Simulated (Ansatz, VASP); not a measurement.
## Two plane-wave programs on Tl

```xyz
1
Lattice="0.0000 2.4444 2.4444 2.4444 0.0000 2.4444 2.4444 2.4444 0.0000" Properties=species:S:1:pos:R:3 pbc="T T T"
Tl    0.0000    0.0000    0.0000
```

Alike in both runs: task single point; functional PBE; k mesh 14 × 14 × 14; occupations gaussian, width 0.05 eV; no spin polarisation.

|  | VASP | Ansatz |
| --- | --- | --- |
| version | VASP 6.6.1 | Ansatz 0.2.0 |
| potentials or method | VASP PAW PBE potentials, release 64 (Tl_d) | scalar-relativistic, plane waves, PAW |
| plane-wave cutoff (eV) | 520 | 420 |
| valence electrons in the cell | 13 | 13 |

```csv
,VASP,Ansatz,Ansatz less VASP
gap on the k mesh at the Fermi level (eV),none,none,-
pressure (GPa),2.0,2.1,+0.06
```

A gap of «none» marks a metal or a gap that the smearing closes.

The runs have no spin-orbit coupling, so splittings on Tl are missing.
